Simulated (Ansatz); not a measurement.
Structure: AgCl in the zincblende structure, at its r2SCAN minimum. Space group F-43m (No. 216), cubic; a = 5.987 Å in the conventional setting, 26.82 Å³ an atom. Ag is surrounded by 4 Cl at 2.59 Å; Cl is surrounded by 4 Ag at 2.59 Å.

```cif
data_structure
_symmetry_space_group_name_H-M 'P 1'
_symmetry_Int_Tables_number 1
_cell_length_a 4.2331
_cell_length_b 4.2331
_cell_length_c 4.2331
_cell_angle_alpha 60.000
_cell_angle_beta 60.000
_cell_angle_gamma 60.000
_cell_volume 53.64
loop_
_atom_site_label
_atom_site_type_symbol
_atom_site_fract_x
_atom_site_fract_y
_atom_site_fract_z
_atom_site_occupancy
Ag1 Ag 0.00000 0.00000 0.00000 1
Cl1 Cl 0.25000 0.25000 0.25000 1
```

4 runs of the plane-wave code Ansatz on this cell differ in the functional (and in the settings that go with it). Levels are in eV from each run's valence top; v1 is the last filled band, c1 the first empty one.

Run A, mean stress 0.0 GPa (compression positive):

| point | v5 | v3 | v1 | c1 | c2 | c3 |
| --- | --- | --- | --- | --- | --- | --- |
| Γ | -2.15 | 0.00 | 0.00 | 1.65 | 8.65 | 8.65 |
| X | -2.09 | -1.72 | -1.37 | 5.11 | 5.98 | 8.96 |
| U | -2.21 | -1.87 | -1.07 | 5.79 | 6.12 | 8.60 |
| L | -2.08 | -1.99 | -0.58 | 4.25 | 7.03 | 8.93 |

Run B, mean stress +7.1 GPa (compression positive):

| point | v5 | v3 | v1 | c1 | c2 | c3 |
| --- | --- | --- | --- | --- | --- | --- |
| Γ | -3.90 | 0.00 | 0.00 | 10.12 | 17.69 | 17.69 |
| X | -3.84 | -2.57 | -1.92 | 13.20 | 15.43 | 17.66 |
| U | -3.85 | -3.33 | -1.50 | 14.14 | 15.56 | 17.20 |
| L | -3.85 | -3.76 | -0.75 | 13.15 | 15.65 | 17.83 |

Run C, mean stress +1.2 GPa (compression positive):

| point | v5 | v3 | v1 | c1 | c2 | c3 |
| --- | --- | --- | --- | --- | --- | --- |
| Γ | -2.13 | 0.00 | 0.00 | 1.25 | 8.03 | 8.03 |
| X | -2.08 | -1.73 | -1.35 | 4.80 | 5.42 | 8.68 |
| U | -2.19 | -1.86 | -1.05 | 5.27 | 5.74 | 8.27 |
| L | -2.07 | -1.98 | -0.57 | 3.74 | 6.70 | 8.38 |

Run D, mean stress +1.1 GPa (compression positive):

| point | v5 | v3 | v1 | c1 | c2 | c3 |
| --- | --- | --- | --- | --- | --- | --- |
| Γ | -2.55 | 0.00 | 0.00 | 2.71 | 9.66 | 9.66 |
| X | -2.49 | -1.97 | -1.54 | 6.15 | 7.16 | 10.14 |
| U | -2.56 | -2.26 | -1.20 | 6.89 | 7.29 | 9.75 |
| L | -2.49 | -2.40 | -0.63 | 5.34 | 8.21 | 9.99 |

Q: Match the runs to PBE, r2SCAN, HSE06, Hartree-Fock.

A: A is r2SCAN, B is Hartree-Fock, C is PBE, D is HSE06. In order of the gap: PBE 1.25, r2SCAN 1.65, HSE06 2.71, Hartree-Fock 10.12 eV. The stress vanishes for r2SCAN, which relaxed the cell.

All values are calculated for a non-magnetic cell, which may be hypothetical.

Spin-orbit coupling is left out.

The stress of a hybrid is loosely converged in these runs.

The meshes of the hybrids are coarse, so their gaps aren't converged to the digits shown.
